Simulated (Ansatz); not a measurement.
Runs of Ansatz 0.2.0 on LiCl. The structure is cubic, space group Fm-3m (No. 225). Conventional cell: a = 5.130 Å, b = 5.130 Å, c = 5.130 Å, α = 90.00°, β = 90.00°, γ = 90.00°. Cl (site symmetry m-3m) has 6 Li at 2.56 Å as nearest neighbours. Around Li (site symmetry m-3m) lie 6 Cl at 2.56 Å. 

```tsv
task	level	potentials or basis	cell	k mesh	cutoff (eV)	smearing	basis error allowed	mesh quality	gap on the mesh (eV)	pressure (GPa)	relaxed volume (Å³/atom)
single point	LDA	all-electron LAPW, scalar-relativistic	as given	9 × 9 × 9	161	gaussian 0.1 eV	0.001 eV/atom	not flagged	5.99	-3.2	-
relaxation of cell and atoms	revPBE	all-electron LAPW, scalar-relativistic	relaxed	9 × 9 × 9	-	fermi-dirac 0.05 eV	0.001 eV/atom	not flagged	6.17	0.0	18.04
relaxation of cell and atoms	PBE+D3(BJ)	all-electron LAPW, scalar-relativistic	relaxed	9 × 9 × 9	-	fermi-dirac 0.05 eV	0.001 eV/atom	not flagged	6.65	0.0	15.97
single point	HSE06	all-electron PAW datasets made for the crystal	as given	6 × 6 × 6	220	fermi-dirac 0.05 eV	-	not flagged	7.72	-	-
single point	PBE	all-electron LAPW, scalar-relativistic	as given	9 × 9 × 9	161	gaussian 0.024 eV	0.001 eV/atom	not flagged	6.33	0.4	-
single point	PBE	all-electron LAPW, scalar-relativistic	as given	5 × 5 × 5	147	fermi-dirac 0.02 eV	0.002 eV/atom	coarse	6.33	0.4	-
relaxation of cell and atoms	RPBE	all-electron LAPW, scalar-relativistic	relaxed	9 × 9 × 9	-	fermi-dirac 0.05 eV	0.001 eV/atom	not flagged	(a)	0.0	18.19
single point	PBEsol	all-electron PAW datasets made for the crystal	as given	6 × 6 × 6	200	fermi-dirac 0.05 eV	-	not flagged	6.13	-1.3	-
relaxation of cell and atoms	RPBE+D4	all-electron LAPW, scalar-relativistic	relaxed	9 × 9 × 9	-	fermi-dirac 0.05 eV	0.001 eV/atom	not flagged	6.68	0.0	16.58
band structure	revPBE	all-electron LAPW, scalar-relativistic	as given	9 × 9 × 9	161	fermi-dirac 0.05 eV	0.001 eV/atom	not flagged	6.53	2.1	-
relaxation of cell and atoms	BLYP+D4	all-electron LAPW, scalar-relativistic	relaxed	9 × 9 × 9	-	fermi-dirac 0.05 eV	0.001 eV/atom	not flagged	(b)	0.0	16.61
```

Alike in all rows: no spin polarisation.

Q: Fill in the values left out.

A: (a) 6.18; (b) 6.56.

Caveats: some runs use coarse meshes; an odd mesh through Γ misses points on the zone boundary, where band edges often lie (some runs).

Not every run made on this cell is shown here.
